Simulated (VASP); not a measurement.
Input of a VASP 6.6.1 run:

INCAR

```
PREC = Accurate ; ENCUT = 520
EDIFF = 1E-7 ; ISMEAR = 0
SIGMA = 0.02 ; LREAL = F
LASPH = T ; NELM = 60
ALGO = Normal ; ISIF = 3
LWAVE = F ; LCHARG = F
GGA = CA ; IBRION = 2
NSW = 80 ; EDIFFG = -0.002
PSTRESS = 320.0
```

File KPOINTS:

```
regular mesh
0
Gamma
  10 10 10
```

Contents of POSCAR:

```
NaCl
1.0
    3.5021900000      0.0000000000      0.0000000000
    0.0000000000      3.5021900000      0.0000000000
    0.0000000000      0.0000000000      3.5021900000
Na Cl
1 1
Direct
    0.0000000000      0.0000000000      0.0000000000
    0.5000000000      0.5000000000      0.5000000000
```

Potentials or basis: VASP PAW LDA potentials, release 64 (Na_pv, Cl).

Command:

```sh
$ cat potpaw_LDA.64/Na_pv/POTCAR potpaw_LDA.64/Cl/POTCAR > POTCAR
$ mpirun -np 1 vasp_std > vasp.out
```

(1) Predict the relaxed cell.

(2) Estimate the relaxed volume.

(3) Predict the space group after relaxing (to 0.05 Å).

(4) Predict the band gap on the k mesh.

Results:

(1) a = 2.972 Å, b = 2.972 Å, c = 2.972 Å, α = 90.00°, β = 90.00°, γ = 90.00°.

(2) 13.12 Å³/atom.

(3) Pm-3m (No. 221).

(4) 4.44 eV, direct.

Caveat: the cell is relaxed towards a set pressure, so the enthalpy falls and the energy may rise; the volume moved by over 15 % at a fixed basis, so the end points are rough.
